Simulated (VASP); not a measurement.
Level of theory: optB86b-vdW, VASP's PBE PAW potentials (set 64) (plane waves; VASP).

A VASP calculation is set up with these files.

**INCAR**
```
NELM = 100
ISMEAR = -5
AGGAC = 0.0
ENCUT = 520   # plane-wave cut-off (eV)
PARAM1 = 0.1234
LUSE_VDW = T
ALGO = Normal   # blocked Davidson
PREC = Accurate
LWAVE = F
LMAXMIX = 4   # l cut-off of mixed one-centre charges
EDIFF = 1E-7
NEDOS = 601
PARAM2 = 1.0
ISIF = 2   # forces and stress, cell fixed
GGA = MK
LREAL = F
LCHARG = T
LASPH = T   # aspherical one-centre terms
LORBIT = 11   # lm-projected
SYSTEM = CsCl
```

File POSCAR:
```
CsCl
1
    4.0905082695     0.0000000000     0.0000000000
    0.0000000000     4.0905082695     0.0000000000
    0.0000000000     0.0000000000     4.0905082695
Cs Cl
1 1
Direct
  0.0000000000   0.0000000000   0.0000000000
  0.5000000000   0.5000000000   0.5000000000
```

**KPOINTS**
```
Automatic mesh
0
Gamma
7 7 7
0 0 0
```

POTCAR, in this order: Cs_sv Cl (PBE.64 set). Program: vasp_std.

The run wrote:

OUTCAR:
```
 ion  position               nearest neighbor table
   1  0.000  0.000  0.000-
   2  0.500  0.500  0.500-
  LATTYP: Found a simple cubic cell.
 ALAT       =     4.0905082695
 Subroutine PRICEL returns:
 Original cell was already a primitive cell.
 Subroutine GETGRP returns: Found 48 space group operations
The static configuration has the point symmetry O_h .
The dynamic configuration has the point symmetry O_h .
 Subroutine INISYM returns: Found 48 space group operations
 Subroutine IBZKPT returns following result:
 Found     20 irreducible k-points:

 Following reciprocal coordinates:
            Coordinates               Weight
  0.000000  0.000000  0.000000      1.000000
  0.142857  0.000000  0.000000      6.000000
  0.285714  0.000000  0.000000      6.000000
  0.428571  0.000000  0.000000      6.000000
  0.142857  0.142857  0.000000     12.000000
  0.285714  0.142857  0.000000     24.000000
  0.428571  0.142857  0.000000     24.000000
  0.285714  0.285714  0.000000     12.000000
  0.428571  0.285714  0.000000     24.000000
...
```

### OSZICAR
```
       N       E                     dE             d eps       ncg     rms          rms(c)
DAV:   1     0.102063771280E+03    0.10206E+03   -0.69241E+03   480   0.115E+03
DAV:   2     0.432727615852E+01   -0.97736E+02   -0.91306E+02   760   0.191E+02
DAV:   3    -0.260801887352E+01   -0.69353E+01   -0.69060E+01   604   0.577E+01
DAV:   4    -0.268355491335E+01   -0.75536E-01   -0.75503E-01   556   0.721E+00
DAV:   5    -0.268462810925E+01   -0.10732E-02   -0.10730E-02   604   0.868E-01    0.224E+00
DAV:   6    -0.233614015041E+01    0.34849E+00   -0.60878E-01   560   0.453E+00    0.166E+00
DAV:   7    -0.229427182294E+01    0.41868E-01   -0.19916E-01   640   0.255E+00    0.976E-01
DAV:   8    -0.229437874939E+01   -0.10693E-03   -0.15508E-02   568   0.975E-01    0.136E-01
DAV:   9    -0.229462992727E+01   -0.25118E-03   -0.30190E-03   640   0.364E-01    0.108E-01
DAV:  10    -0.229479775808E+01   -0.16783E-03   -0.28023E-04   572   0.151E-01    0.182E-02
DAV:  11    -0.229481512489E+01   -0.17367E-04   -0.28417E-05   632   0.439E-02    0.546E-03
DAV:  12    -0.229481537894E+01   -0.25405E-06   -0.89510E-06   576   0.192E-02    0.279E-03
DAV:  13    -0.229481519022E+01    0.18872E-06   -0.46825E-07   592   0.503E-03    0.114E-03
DAV:  14    -0.229481520484E+01   -0.14620E-07   -0.22875E-07   480   0.284E-03
   1 F= -.22948152E+01 E0= -.22948152E+01  d E =0.000000E+00
```

**OUTCAR**
```
------------------------ aborting loop because EDIFF is reached ----------------------------------------
  FORCE on cell =-STRESS in cart. coord.  units (eV):
  Direction    XX          YY          ZZ          XY          YZ          ZX
  --------------------------------------------------------------------------------------
  Total       -0.0058715     -0.0058715     -0.0058715     -0.0000000      0.0000000     -0.0000000
  in kB       -0.1374454     -0.1374454     -0.1374454     -0.0000000      0.0000000     -0.0000000
  external PRESSURE =      -0.1374454 kB  Pullay stress =       0.0000000 kB
  volume of cell :       68.44
      direct lattice vectors                 reciprocal lattice vectors
     4.090508269  0.000000000  0.000000000     0.244468397  0.000000000  0.000000000
     0.000000000  4.090508269  0.000000000     0.000000000  0.244468397  0.000000000
     0.000000000  0.000000000  4.090508269     0.000000000  0.000000000  0.244468397
 POSITION                                       TOTAL-FORCE (eV/Angst)
 -----------------------------------------------------------------------------------
      0.00000      0.00000      0.00000         0.000000      0.000000      0.000000
      2.04525      2.04525      2.04525         0.000000      0.000000      0.000000
 -----------------------------------------------------------------------------------
    total drift:                                0.000000      0.000000      0.000000
  FREE ENERGIE OF THE ION-ELECTRON SYSTEM (eV)
  ---------------------------------------------------
  free  energy   TOTEN  =        -2.2948152048 eV

  energy  without entropy=       -2.2948152048  energy(sigma->0) =       -2.29481520

 total charge

# of ion       s       p       d       tot
------------------------------------------
    1        1.829   4.693   0.033   6.555
    2        1.596   3.542   0.000   5.138
--------------------------------------------------
tot          3.425   8.235   0.033  11.693
```
(Selected blocks of OUTCAR.)

The compound is CsCl in the CsCl type structure. It was relaxed first.
